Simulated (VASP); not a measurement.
## VASP 6.6.1 run: BP

INCAR

```
IBRION = 2
NSW = 40
BMIX = 0.5
PREC = Accurate
LREAL = Auto
ISMEAR = -1
LASPH = .TRUE.
LWAVE = .FALSE.
EDIFF = 1E-7
ENCUT = 600
ISIF = 6
NBANDS = 11
SIGMA = 0.02
NELM = 120
EDIFFG = -5E-3
GGA = PE
LCHARG = .FALSE.
```

KPOINTS

```
KPOINTS created by Atomic Simulation Environment
0
Gamma
10 10 10
0 0 0
```

POSCAR

```
B  P
 1.0000000000000000
     0.0000000000000000    2.0292550000000000    2.0292550000000000
     2.0292550000000000    0.0000000000000000    2.0292550000000000
     2.0292550000000000    2.0292550000000000    0.0000000000000000
 B   P
   1   1
Cartesian
  0.0000000000000000  0.0000000000000000  0.0000000000000000
  2.0292550000000000  2.0292550000000000  2.0292550000000000
```

The recommended PBE PAW datasets give the neutral cell 8 valence electrons.

Command

```
mpirun -np 1 vasp_std
```

OSZICAR

```
N       E                     dE             d eps       ncg     rms          rms(c)
DAV:   1     0.128182082342E+02    0.12818E+02   -0.47219E+03  1034   0.772E+02
DAV:   2    -0.102127776257E+02   -0.23031E+02   -0.22181E+02  1381   0.123E+02
DAV:   3    -0.108266371912E+02   -0.61386E+00   -0.60190E+00  1264   0.163E+01
DAV:   4    -0.108283152719E+02   -0.16781E-02   -0.16777E-02  1206   0.944E-01
DAV:   5    -0.108283192812E+02   -0.40093E-05   -0.40085E-05  1301   0.440E-02    0.864E+00
DAV:   6    -0.104359991396E+02    0.39232E+00   -0.11474E+00  1154   0.484E+00    0.455E+00
DAV:   7    -0.104223698766E+02    0.13629E-01   -0.88613E-02  1304   0.168E+00    0.172E+00
DAV:   8    -0.104210995702E+02    0.12703E-02   -0.39573E-03  1146   0.353E-01    0.271E-01
DAV:   9    -0.104211294389E+02   -0.29869E-04   -0.14397E-04  1264   0.817E-02    0.400E-02
DAV:  10    -0.104211304847E+02   -0.10457E-05   -0.18711E-05  1192   0.261E-02    0.127E-02
...
DAV:   4    -0.107954289112E+02    0.11894E-06   -0.29381E-08   517   0.106E-03    0.380E-04
DAV:   5    -0.107954288800E+02    0.31210E-07   -0.17487E-09   517   0.326E-04
  17 F= -.10795429E+02 E0= -.10794149E+02  d E =-.188150E-04
       N       E                     dE             d eps       ncg     rms          rms(c)
DAV:   1    -0.107954421105E+02   -0.13199E-04   -0.14614E-04  1061   0.701E-02    0.142E-02
DAV:   2    -0.107954385552E+02    0.35553E-05   -0.10452E-05  1084   0.151E-02    0.691E-03
DAV:   3    -0.107954377618E+02    0.79345E-06   -0.82810E-07  1163   0.505E-03    0.193E-03
DAV:   4    -0.107954374700E+02    0.29179E-06   -0.11429E-07   631   0.205E-03    0.744E-04
DAV:   5    -0.107954374086E+02    0.61343E-07   -0.67068E-09   517   0.596E-04
  18 F= -.10795437E+02 E0= -.10794139E+02  d E =-.273437E-04
```

From OUTCAR

```
k-points           NKPTS =     47   k-points in BZ     NKDIM =     47   number of bands    NBANDS=     11

   NELECT =       8.0000    total number of electrons

   dimension x,y,z NGX =    24 NGY =   24 NGZ =   24
   dimension x,y,z NGXF=    48 NGYF=   48 NGZF=   48

  energy-cutoff  :      600.00
  volume of cell :       20.02
      direct lattice vectors                 reciprocal lattice vectors
     0.000000000  2.155265406  2.155265406    -0.231989990  0.231989990  0.231989990
     2.155265406  0.000000000  2.155265406     0.231989990 -0.231989990  0.231989990
     2.155265406  2.155265406 -0.000000000     0.231989990  0.231989990 -0.231989990

 k-points in reciprocal lattice and weights: KPOINTS created by Atomic Simulation Env
   0.00000000  0.00000000  0.00000000       0.001
   0.10000000  0.00000000  0.00000000       0.008
   0.20000000  0.00000000  0.00000000       0.008
   0.30000000  0.00000000  0.00000000       0.008
   0.40000000  0.00000000  0.00000000       0.008
   0.50000000  0.00000000  0.00000000       0.004
   0.10000000  0.10000000  0.00000000       0.006
   0.20000000  0.10000000  0.00000000       0.024
   ...

 E-fermi :   9.7193

 k-point     1 :       0.0000    0.0000    0.0000
  band No.  band energies     occupation
      1      -7.1905      2.00000
      2       9.8010      0.03301
      3       9.8010      0.03301
      4       9.8010      0.03301
      5      16.4125      0.00000
      6      17.7085      0.00000
      7      17.7085      0.00000
      8      17.7085      0.00000
      9      18.4588      0.00000
     10      18.4588      0.00000
     11      18.4588      0.00000

 k-point     2 :       0.1000    0.0000    0.0000
  band No.  band energies     occupation
      1      -6.9766      2.00000
      2       8.5101      2.00000
      3       9.7378      0.56617
      4       9.7378      0.56617
      5      16.5229      0.00000
      6      17.0084      0.00000
      7      17.0084      0.00000
      8      18.0503      0.00000
      9      18.2034      0.00000
     10      18.2034      0.00000
     11      18.4195      0.00000

 k-point     3 :       0.2000    0.0000    0.0000
  band No.  band energies     occupation
      1      -6.3381      2.00000
      2       5.9224      2.00000
      3       9.6437      1.95539
      4       9.6437      1.95539
      5      14.9557      0.00000
      6      14.9557      0.00000
      7      15.9767      0.00000
      8      17.8264      0.00000
      9      19.5828      0.00000
     10      19.5828      0.00000
     11      19.9395      0.00000

 k-point     4 :       0.3000    0.0000    0.0000
  band No.  band energies     occupation
      1      -5.2889      2.00000
      2       3.1778      2.00000
      3       9.6902      1.62162
      4       9.6902      1.62162
      5      13.1754      0.00000
      6      13.1754      0.00000
      7      15.4083      0.00000
      8      17.3756      0.00000
      9      21.6282      0.00000
     10      21.6282      0.00000
     11      21.9349      0.00000

 k-point     5 :       0.4000    0.0000    0.0000
  band No.  band energies     occupation
      1      -3.8821      2.00000
      2       0.6803      2.00000
      3       9.9946      0.00000
      4       9.9946      0.00000
      5      11.7752      0.00000
      6      11.7752      0.00000
      7      15.0444      0.00000
      8      17.0405      0.00000
      9      23.8761      0.00000
     10      24.0259      0.00000
     11      24.0259      0.00000

 ...

  Total        0.0049212      0.0049212      0.0049212     -0.0000000     -0.0000000      0.0000000
  in kB        0.3937751      0.3937751      0.3937751     -0.0000000     -0.0000000      0.0000000
  external PRESSURE =       0.3937751 kB  Pullay stress =       0.0000000 kB

 POSITION                                       TOTAL-FORCE (eV/Angst)
 -----------------------------------------------------------------------------------
      0.00000      0.00000      0.00000         0.000000      0.000000     -0.000000
      2.15527      2.15527      2.15527        -0.000000     -0.000000      0.000000
 -----------------------------------------------------------------------------------
    total drift:                                0.000000     -0.000000     -0.000000

  FREE ENERGIE OF THE ION-ELECTRON SYSTEM (eV)
  ---------------------------------------------------
  free  energy   TOTEN  =       -10.7954374086 eV

  energy  without entropy=      -10.7928399390  energy(sigma->0) =      -10.79413867
```

| ionic step | ΔE (meV/atom) | volume (Å³) | largest force (eV/Å) | pressure (GPa) | electronic steps |
| --- | --- | --- | --- | --- | --- |
| 1 | 0.0 | 16.71 | 0.000 | 42.14 | 12 |
| 2 | -122.2 | 22.61 | 0.000 | -15.00 | 9 |
| 3 | -187.1 | 20.06 | 0.000 | -0.27 | 9 |
| 4 | -187.1 | 19.99 | 0.000 | 0.28 | 7 |
| 5 | -187.1 | 19.99 | 0.000 | 0.28 | 2 |
| 6 | -187.1 | 19.99 | 0.000 | 0.27 | 2 |
| 7 | -187.1 | 19.99 | 0.000 | 0.27 | 2 |
| 12 | -187.1 | 19.99 | 0.000 | 0.26 | 2 |
| 13 | -187.1 | 19.99 | 0.000 | 0.26 | 2 |
| 14 | -187.1 | 20.00 | 0.000 | 0.25 | 2 |
| 15 | -187.1 | 20.00 | 0.000 | 0.24 | 2 |
| 16 | -187.1 | 20.00 | 0.000 | 0.21 | 4 |
| 17 | -187.1 | 20.01 | 0.000 | 0.15 | 5 |
| 18 | -187.2 | 20.02 | 0.000 | 0.04 | 5 |

It converged. Results: relaxed cell vector lengths 3.048, 3.048, 3.048 Å; relaxed cell volume 20.02 Å³.

 The volume moved far on the plane waves of the start cell, so a restart from CONTCAR is due.

For comparison, a separate PBE relaxation on usual settings, not on those above, ends at 20.02 Å³.

The run above took about 68 s on one core of a shared host (Intel Xeon Platinum 8488C) and held 0.14 GiB at most.
